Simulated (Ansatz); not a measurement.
Computed with DFT PBE, scalar-relativistic, plane waves, PAW in Ansatz 0.2.0.

Structure of In:

```
CELL_PARAMETERS angstrom
-1.69510 1.69510 2.39225
1.69510 -1.69510 2.39225
1.69510 1.69510 -2.39225
ATOMIC_POSITIONS crystal
In 0.00000 0.00000 0.00000
```

Settings: cutoff 420 eV, Γ-centred mesh 18×18×18 on the computed 1-atom cell, Gaussian smearing of 0.10 eV; no spin polarisation.

Levels along Γ–X–P–N–Γ–M–S | S0–Γ | X–R | G–M, in eV from the Fermi level, sorted by energy at each point. Points in fractions of the primitive reciprocal vectors: Γ (0.000 0.000 0.000), X (0.000 0.000 0.500), P (0.250 0.250 0.250), N (0.000 0.500 0.000), M (0.500 0.500 -0.500), S (0.376 0.624 -0.376), S0 (-0.376 0.376 0.376), R (-0.251 0.251 0.500), G (0.500 0.500 -0.251).
```tsv
point	k (1/Å, with 2π)	band 6	band 7	band 8	band 9
Γ	0.000	-9.21	10.13	10.13	10.13
-	0.187	-9.06	9.31	9.31	9.61
-	0.374	-8.63	7.90	7.91	8.46
-	0.562	-7.91	6.57	6.58	6.86
-	0.749	-6.89	4.68	5.46	5.46
-	0.936	-5.58	2.28	4.62	4.63
-	1.123	-3.99	-0.02	4.11	4.12
X	1.310	-2.19	-2.06	3.94	3.95
-	1.404	-2.18	-2.02	3.72	3.72
-	1.498	-2.12	-1.89	3.17	3.24
-	1.592	-2.04	-1.67	2.50	2.70
-	1.686	-1.94	-1.38	1.82	2.19
-	1.780	-1.83	-1.00	1.15	1.79
-	1.873	-1.75	-0.56	0.53	1.52
P	1.967	-1.72	-0.04	-0.04	1.43
-	2.099	-2.11	-0.51	0.50	2.00
-	2.232	-2.74	-1.23	1.60	3.06
-	2.364	-3.30	-1.90	2.92	4.27
-	2.497	-3.74	-2.44	4.37	5.56
-	2.629	-4.05	-2.84	5.90	6.82
-	2.761	-4.23	-3.08	7.33	7.78
N	2.894	-4.29	-3.17	8.06	8.10
-	3.056	-5.28	-1.96	8.12	8.16
-	3.218	-6.47	-0.14	8.32	8.35
-	3.381	-7.46	1.91	8.63	8.66
-	3.543	-8.23	4.13	9.04	9.06
-	3.705	-8.78	6.49	9.51	9.52
-	3.867	-9.10	8.81	9.94	9.94
Γ	4.029	-9.21	10.13	10.13	10.13
-	4.217	-9.06	9.31	9.31	9.60
-	4.405	-8.63	7.89	7.89	8.45
-	4.592	-7.90	6.55	6.55	6.87
-	4.780	-6.88	4.71	5.44	5.44
-	4.968	-5.57	2.32	4.60	4.60
-	5.155	-3.97	0.01	4.09	4.09
M	5.343	-2.16	-2.04	3.91	3.91
-	5.409	-2.15	-2.02	3.67	3.94
-	5.475	-2.13	-1.96	3.11	4.00
-	5.540	-2.09	-1.85	2.42	4.10
-	5.606	-2.04	-1.70	1.72	4.24
-	5.672	-2.01	-1.51	1.04	4.43
-	5.738	-2.03	-1.28	0.46	4.65
S	5.804	-2.16	-1.01	0.04	4.91
S0	5.804	-2.16	-1.01	0.04	4.91
-	6.003	-3.46	0.02	0.05	5.90
-	6.202	-5.12	1.03	1.36	7.16
-	6.401	-6.58	2.49	2.97	8.59
-	6.600	-7.74	4.33	4.83	9.90
-	6.798	-8.56	6.46	6.88	10.40
-	6.997	-9.04	8.72	8.98	10.24
Γ	7.196	-9.21	10.13	10.13	10.13
X	7.196	-2.19	-2.06	3.94	3.95
-	7.290	-2.18	-2.02	3.71	3.73
-	7.384	-2.12	-1.89	3.16	3.25
-	7.478	-2.04	-1.67	2.50	2.71
-	7.572	-1.93	-1.38	1.81	2.21
-	7.666	-1.82	-1.00	1.15	1.80
-	7.760	-1.74	-0.55	0.52	1.53
R	7.854	-1.70	-0.05	-0.04	1.44
G	7.854	-1.70	-0.05	-0.04	1.44
-	7.947	-1.73	-0.56	0.53	1.53
-	8.040	-1.81	-1.00	1.15	1.79
-	8.134	-1.91	-1.36	1.81	2.20
-	8.227	-2.01	-1.66	2.49	2.69
-	8.320	-2.09	-1.87	3.15	3.23
-	8.413	-2.14	-2.00	3.69	3.70
M	8.507	-2.16	-2.04	3.91	3.91
```